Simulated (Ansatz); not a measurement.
Crystal: Si2Mo.

```xyz
9
Lattice="4.5855 0.0000 0.0000 -2.2927 3.9711 0.0000 0.0000 0.0000 6.5798" Properties=species:S:1:pos:R:3 pbc="T T T"
Mo    1.1464    1.9856    5.4831
Mo   -1.1464    1.9856    1.0966
Mo    2.2927    0.0000    3.2899
Si    0.0000    1.3015    3.2899
Si    1.1656    3.3204    1.0966
Si    3.4583    0.6508    5.4831
Si    2.2927    2.6696    3.2899
Si    1.1272    0.6508    1.0966
Si   -1.1656    3.3204    5.4831
```

Measurements of this composition are mostly on another form, of space group No. 139.

Base run:

| Quantity | Value |
| --- | --- |
| Program | Ansatz 0.2.0 |
| Functional | r2SCAN |
| Potentials or basis | Ansatz PAW |
| Cutoff | 500 eV |
| Density cutoff | 2000 eV |
| k mesh | 7 × 7 × 4 |
| Occupations | fermi-dirac, width 0.05 eV |
| Spin | no spin polarisation |

Its results: band gap on the k mesh 0.37 eV, indirect (least direct gap 0.78 eV); pressure -0.2 GPa.

Task: The run is repeated on the same cell with these changes: functional from r2SCAN to LDA; cutoff from 500 eV to 420 eV; density cutoff from 2000 eV to 1680 eV. What comes out?

Result: Band gap on the k mesh 0.24 eV, indirect (least direct gap 0.60 eV); pressure -4.9 GPa.

r2SCAN gives the wider gap, since meta-GGAs in the generalised Kohn-Sham scheme recover part of the derivative discontinuity.

Caveats: the k mesh misses the band edges, so the gap on the mesh is wider than the one along the path; the PAW data sets come from PBE, with cores solved anew for the run's functional, which leaves a small shift of forces and pressure.

Not every run made on this cell is shown here.
